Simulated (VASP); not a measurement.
# HfB2 (P6/mmm) in VASP: density of states with PBEsol

Aim: the density of states of HfB2 with PBEsol.

Everything below comes from runs of VASP 6.6.1. Logs are shortened: lines on timing, memory, paths and dates and some standing lists are left out, and cuts for length are marked.

## 1. Starting point

It takes space group P6/mmm (No. 191, hexagonal). The conventional cell has a = 3.128 Å, b = 3.128 Å, c = 3.447 Å, α = 90.00°, β = 90.00°, γ = 120.00°. Around Hf (site symmetry 6/mmm) lie 12 B at 2.50 Å. B (site symmetry -6m2) is surrounded by 3 B at 1.81 Å.

The cell comes from a database or a generator and needn't be the stable form of this composition.

## 2. Density of states, PBEsol

Input file POSCAR:

```
HfB2
1.0
    3.1275495077      0.0000000000      0.0000000000
   -1.5637747538      2.7085373252      0.0000000000
    0.0000000000      0.0000000000      3.4466919363
Hf B
1 2
Direct
    0.0000000000      0.0000000000      0.0000000000
    0.3333333333      0.6666666667      0.5000000000
    0.6666666667      0.3333333333      0.5000000000
```

Input file INCAR.step1:

```
SYSTEM = HfB2
PREC = Accurate ; ENCUT = 520
EDIFF = 1E-6 ; ISMEAR = 0
SIGMA = 0.05 ; LREAL = .False.
LASPH = .True. ; NELM = 100
ALGO = Normal ; ISIF = 2
LWAVE = .False. ; LCHARG = .True.
LMAXMIX = 4 ; GGA = PS
NBANDS = 15
```

Input file KPOINTS.step1:

```
Automatic mesh
0
Gamma
  12 12 10
  0 0 0
```

Input file INCAR.step2:

```
SYSTEM = HfB2
PREC = Accurate ; ENCUT = 520
EDIFF = 1E-6 ; ISMEAR = -5
SIGMA = 0.05 ; LREAL = .False.
LASPH = .True. ; NELM = 100
ALGO = Normal ; ISIF = 2
LWAVE = .False. ; LCHARG = .False.
LMAXMIX = 4 ; GGA = PS
LORBIT = 10 ; NBANDS = 15
NEDOS = 2001 ; ICHARG = 11
```

Input file KPOINTS.step2:

```
Automatic mesh
0
Gamma
  18 18 15
  0 0 0
```

Potentials or basis: VASP PAW PBE potentials, release 64 (Hf_pv, B).

Launch:

```
> cat potpaw_PBE.64/Hf_pv/POTCAR potpaw_PBE.64/B/POTCAR > POTCAR
> cp INCAR.step1 INCAR
> cp KPOINTS.step1 KPOINTS
> mpirun -np 1 vasp_std > vasp.out
> cp INCAR.step2 INCAR
> cp KPOINTS.step2 KPOINTS
> mpirun -np 1 vasp_std > vasp.out
```

OUTCAR:

```text
SYSTEM = HfB2
   PREC = Accurate
   ENCUT = 520
   EDIFF = 1E-6
   ISMEAR = -5
   LREAL = .False.
   LASPH = .True.
   NELM = 100
   ISIF = 2
   GGA = PS
   LORBIT = 10
   ICHARG = 11

 ion  position               nearest neighbor table
   1  0.000  0.000  0.000-   2 2.50   3 2.50   2 2.50   3 2.50   2 2.50   2 2.50   3 2.50   3 2.50
                             3 2.50   3 2.50   2 2.50   2 2.50
   2  0.333  0.667  0.500-   3 1.81   3 1.81   3 1.81   1 2.50   1 2.50   1 2.50   1 2.50   1 2.50
                             1 2.50
   3  0.667  0.333  0.500-   2 1.81   2 1.81   2 1.81   1 2.50   1 2.50   1 2.50   1 2.50   1 2.50
                             1 2.50

  LATTYP: Found a hexagonal cell.
 ALAT       =     3.1275495077
 C/A-ratio  =     1.1020423267

  Lattice vectors:

 A1 = (   3.1275495077,   0.0000000000,   0.0000000000)
 A2 = (  -1.5637747538,   2.7085373252,   0.0000000000)
 A3 = (   0.0000000000,   0.0000000000,   3.4466919363)

Analysis of symmetry for initial positions (statically):
=====================================================================
 Subroutine PRICEL returns:
 Original cell was already a primitive cell.

 Routine SETGRP: Setting up the symmetry group for a
 hexagonal supercell.

 Subroutine GETGRP returns: Found 24 space group operations
 (whereof 24 operations were pure point group operations)
 out of a pool of 24 trial point group operations.

The static configuration has the point symmetry D_6h.

Analysis of symmetry for dynamics (positions and initial velocities):
=====================================================================
 Subroutine PRICEL returns:
 Original cell was already a primitive cell.

 Routine SETGRP: Setting up the symmetry group for a
 hexagonal supercell.

 Subroutine GETGRP returns: Found 24 space group operations
 (whereof 24 operations were pure point group operations)
 out of a pool of 24 trial point group operations.

The dynamic configuration has the point symmetry D_6h.

 Subroutine INISYM returns: Found 24 space group operations
 (whereof 24 operations are pure point group operations),
 and found     1 'primitive' translations

----------------------------------------------------------------------------------------

                                     Primitive cell

  volume of cell :      29.1972

  direct lattice vectors                    reciprocal lattice vectors
     3.127549508  0.000000000  0.000000000     0.319739143  0.184601480  0.000000000
    -1.563774754  2.708537325  0.000000000     0.000000000  0.369202961  0.000000000
     0.000000000  0.000000000  3.446691936     0.000000000  0.000000000  0.290133269

  length of vectors
     3.127549508  3.127549508  3.446691936     0.369202961  0.369202961  0.290133269

[... 109 lines left out ...]
   GGA     = PS    functional components
   LHFCALC =     F    Hartree Fock is set to
   AEXX    =    0.0000 exact exchange contribution
   IVDW    =     0    specifies the selected vdW correction
   LEPSILON=     F    determine dielectric tensor
   LRPA    =     F    only Hartree local field effects (RPA)
 non-spin polarized calculation
 Fermi weights with tetrahedron method with Bloechl corrections
  energy-cutoff  :      520.00
  volume of cell :       29.20
 maximum number of plane-waves:       801
 NGX is ok and might be reduce to    24

 number of electron      15.9999999 magnetization

 Free energy of the ion-electron system (eV)
  ---------------------------------------------------
  ext. energy  EPLUGINS =         0.00000000
  ---------------------------------------------------
  free energy    TOTEN  =       -27.86518100 eV

  energy without entropy =      -27.86518100  energy(sigma->0) =      -27.86518100

 E-fermi :   7.8287     XC(G=0): -12.7644

 val. band max:        7.8208981727   @ k =   0.0556  -0.0000   0.2667
 cond. band min:       7.6412293155   @ k =   0.1667   0.1667   0.2000
 fundamental gap:     -0.1796688572
 Fermi energy:         7.8287393816

 k-point     1 :       0.0000    0.0000    0.0000
  band No.  band energies     occupation
      1     -22.8210      2.00000
      2     -22.3026      2.00000
      3     -22.3026      2.00000
      4      -6.1296      2.00000
      5       4.6299      2.00000
      6       4.7250      2.00000
      7       4.7250      2.00000
      8       4.9976      2.00000
      9      11.7676      0.00000
     10      11.7676      0.00000
     11      12.4993      0.00000
     12      12.4993      0.00000
     13      12.7238      0.00000
     14      12.7238      0.00000
[... 401 lines left out ...]
      2     -22.6792      2.00000
      3     -22.5446      2.00000
      4      -2.4406      2.00000
      5      -0.7123      2.00000
      6       2.9336      2.00000
      7       3.7249      2.00000
      8       6.1095      2.00000
      9       8.1334      0.07906
     10      11.3574      0.00000
     11      12.6697      0.00000
     12      13.5232      0.00000
     13      14.9985      0.00000
     14      16.6401      0.00000
     15      18.4490      0.00000

 [... further k-points ...]

------------------------ aborting loop because EDIFF is reached ----------------------------------------

  FORCE on cell =-STRESS in cart. coord.  units (eV):
  Direction    XX          YY          ZZ          XY          YZ          ZX
  --------------------------------------------------------------------------------------
  -------------------------------------------------------------------------------------
  Total       -0.0205725     -0.0205725      0.0347702     -0.0000000      0.0000000     -0.0000000
  in kB       -1.1289045     -1.1289045      1.9079890     -0.0000000      0.0000000     -0.0000000
  external PRESSURE =      -0.1166067 kB  Pullay stress =       0.0000000 kB

 VOLUME and BASIS-vectors are now :
 -----------------------------------------------------------------------------
  energy-cutoff  :      520.00
  volume of cell :       29.20
      direct lattice vectors                 reciprocal lattice vectors
     3.127549508  0.000000000  0.000000000     0.319739143  0.184601480  0.000000000
    -1.563774754  2.708537325  0.000000000     0.000000000  0.369202961  0.000000000
     0.000000000  0.000000000  3.446691936     0.000000000  0.000000000  0.290133269

 POSITION                                       TOTAL-FORCE (eV/Angst)
 -----------------------------------------------------------------------------------
      0.00000      0.00000      0.00000         0.000000      0.000000      0.000000
     -0.00000      1.80569      1.72335         0.000000     -0.000000      0.000000
      1.56377      0.90285      1.72335        -0.000000      0.000000     -0.000000
 -----------------------------------------------------------------------------------
    total drift:                               -0.000000     -0.000000     -0.000000

  FREE ENERGIE OF THE ION-ELECTRON SYSTEM (eV)
  ---------------------------------------------------
  free  energy   TOTEN  =       -27.8651809997 eV

  energy  without entropy=      -27.8651809997  energy(sigma->0) =      -27.86518100

 total charge

# of ion       s       p       d       tot
------------------------------------------
    1        0.304   6.611   1.886   8.801
    2        0.664   1.284   0.000   1.948
    3        0.664   1.284   0.000   1.948
--------------------------------------------------
tot          1.632   9.179   1.886  12.697
```

OUTCAR.step1:

```text
SYSTEM = HfB2
   PREC = Accurate
   ENCUT = 520
   EDIFF = 1E-6
   ISMEAR = 0
   LREAL = .False.
   LASPH = .True.
   NELM = 100
[... 661 lines left out ...]
      0.00000      0.00000      0.00000        -0.000000      0.000000      0.000000
     -0.00000      1.80569      1.72335        -0.000000      0.000000      0.000000
      1.56377      0.90285      1.72335         0.000000      0.000000      0.000000
 -----------------------------------------------------------------------------------
    total drift:                               -0.000000      0.000000      0.000000

  FREE ENERGIE OF THE ION-ELECTRON SYSTEM (eV)
  ---------------------------------------------------
  free  energy   TOTEN  =       -27.8667763346 eV

  energy  without entropy=      -27.8662479253  energy(sigma->0) =      -27.86651213
```

Wall time 76 s (1 thread of Intel Xeon Platinum 8259CL at 2.50GHz (Skylake/Cascade Lake), shared host); peak memory 0.25 GiB.

Results:

```
Valence electrons inside the program's atomic spheres : Hf 8.80; B 1.95
```

States per cell in windows of 1 eV (zero at the Fermi level; states under -8 eV left out):
```tsv
from (eV)	total	Hf1_d	B2_p	B3_p	Hf1_p	Hf1_s	B2_s
-8.0	0.64	0.06	0.08	0.08	0.04	0.03	0.07
-7.0	0.70	0.08	0.11	0.11	0.04	0.05	0.04
-6.0	1.07	0.14	0.20	0.20	0.07	0.04	0.03
-5.0	1.37	0.25	0.25	0.25	0.12	0.04	0.02
-4.0	1.82	0.41	0.32	0.32	0.21	0.01	0.01
-3.0	1.09	0.40	0.12	0.12	0.08	0.00	0.00
-2.0	0.57	0.27	0.05	0.05	0.01	0.00	0.00
-1.0	0.18	0.10	0.01	0.01	0.00	0.00	0.00
0.0	0.49	0.24	0.04	0.04	0.01	0.00	0.00
1.0	1.02	0.45	0.10	0.10	0.03	0.01	0.01
2.0	1.04	0.55	0.07	0.07	0.03	0.01	0.01
3.0	1.27	0.70	0.08	0.08	0.04	0.02	0.02
4.0	1.63	0.91	0.10	0.10	0.06	0.04	0.04
5.0	1.64	0.88	0.10	0.10	0.06	0.06	0.05
6.0	1.71	0.74	0.15	0.15	0.07	0.09	0.07
7.0	1.63	0.60	0.15	0.15	0.10	0.09	0.09
```

Caveat: the PAW data sets were made with another functional, which shifts forces and pressure a little; tetrahedron occupations give inexact forces and stress in metals. Spin-orbit coupling is left out, which matters for the levels of Hf.
